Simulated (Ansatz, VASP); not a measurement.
# Two plane-wave programs on Zr

File INCAR:

```
SYSTEM = Zr
PREC = Accurate ; ENCUT = 520
EDIFF = 1E-7 ; ISMEAR = 0
SIGMA = 0.1 ; LREAL = .False.
LASPH = .True. ; NELM = 60
ALGO = Normal ; ISIF = 2
LWAVE = .False. ; LCHARG = .False.
GGA = PS ; NBANDS = 12
```

KPOINTS

```
regular mesh
0
Gamma
  16 16 16
  0 0 0
```

File POSCAR:

```
Zr
1.0
    0.0000000000      2.2245800500      2.2245800500
    2.2245800500      0.0000000000      2.2245800500
    2.2245800500      2.2245800500      0.0000000000
Zr
1
Direct
    0.0000000000      0.0000000000      0.0000000000
```

Input for Ansatz:

```yaml
crystal:
  lattice:
    - [0.0, 2.22458005, 2.22458005]
    - [2.22458005, 0.0, 2.22458005]
    - [2.22458005, 2.22458005, 0.0]
  atoms:
    - { symbol: Zr, position: [0.0, 0.0, 0.0] }
basis:
  ecutwfc: 420
kpoints:
  mp_grid: { grid: [16, 16, 16] }
hamiltonian:
  xc: pbesol
scf:
  occupations: { method: gaussian, width: 0.1 }
output:
  forces: true
  stress: true
  eigenvalues: true
```

Alike in both runs: task single point; functional PBEsol; k mesh 16 × 16 × 16; occupations gaussian, width 0.1 eV; no spin polarisation.

```csv
,VASP,Ansatz
version,VASP 6.6.1,Ansatz 0.2.0
potentials or method,"VASP PAW PBE potentials, release 64 (Zr_sv)","scalar-relativistic, plane waves, PAW"
plane-wave cutoff (eV),520,420
valence electrons in the cell,12,12
```

```csv
,VASP,Ansatz,Ansatz less VASP
gap on the k mesh at the Fermi level (eV),none,none,-
pressure (GPa),1.0,0.9,-0.07
```

A gap of «none» marks a metal or a gap that the smearing closes.

Caveats: the PAW data sets were made with another functional, which shifts forces and pressure a little (VASP).
